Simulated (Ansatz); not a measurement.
## One input, then a changed one: Li (sc type)

First run: DFT, PBE, PAW with Ansatz's default frozen-core files, scalar-relativistic (Ansatz 0.2.0).

Command: `ansatz run input.yaml --threads 1 --pin off --max-ram 2048MiB --backend cpu --events-out ev --progress --plain --runs-dir out` It took 3.1 s on 1 thread of Arm Neoverse V2, with other jobs on the host, peak memory 0.27 GiB.

```yaml
crystal:
  lattice:
    - [2.793790662, 0.0, 0.0]
    - [0.0, 2.793790662, 0.0]
    - [0.0, 0.0, 2.793790662]
  atoms:
    - { symbol: Li, position: [0.0, 0.0, 0.0] }
kpoints:
  mp_grid: { grid: [14, 14, 14] }
scf:
  occupations: { method: fermi_dirac, width: 0.05 }
hamiltonian:
  xc: pbe
  pseudopotentials: { kind: paw }
output:
  forces: true
  stress: true
  write_density: true
  write_potential: true
  elf: true
  volumetric_format: npy
relax:
  f_tol: 0.005
  max_steps: 40
  cell: {}
```

The start is a guessed cell of a prototype that needn't be stable.

This run: cell relaxed at zero pressure.

It converges in 15 SCF iterations over all geometries at a pressure of 0.04 GPa, ending at 20.34 Å³/atom, cutoff 420 eV.

The input is then changed:

```diff
   pseudopotentials: { kind: paw }
+  dispersion: d3bj
 output:
   stress: true
-  write_density: true
-  write_potential: true
-  elf: true
-  volumetric_format: npy
 relax:
```

Problem. Predict the outcome of the changed run.

Solution. It converges in 20 SCF iterations over all geometries at a pressure of -0.05 GPa, ending at 18.27 Å³/atom, cutoff 420 eV.
